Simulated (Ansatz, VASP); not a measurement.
**Cd in VASP and in Ansatz**

```
Cd
1.0
     3.06824    0.00000    0.00000
    -1.53412    2.65717    0.00000
     0.00000    0.00000    5.61765
Cd
2
Direct
  0.33333 0.66667 0.25000
  0.66667 0.33333 0.75000
```

Change from the starting cell: equal xx and yy strain of +3 %.

Alike in both runs: task single point; functional PBE; k mesh 14 × 14 × 7; occupations fermi-dirac, width 0.05 eV; no spin polarisation.

|  | VASP | Ansatz |
| --- | --- | --- |
| version | VASP 6.6.1 | Ansatz 0.2.0 |
| potentials or method | VASP PAW PBE potentials, release 64 (Cd), cutoff 520 eV | all-electron LAPW, scalar-relativistic |

|  | VASP | Ansatz | Ansatz less VASP |
| --- | --- | --- | --- |
| pressure (GPa) | -0.1 | -0.4 | -0.24 |
| largest component of the traceless stress (GPa) | 0.24 | 0.33 | +0.096 |

Ansatz ran all-electron here, so the differences hold the error of VASP's frozen core and of both bases.
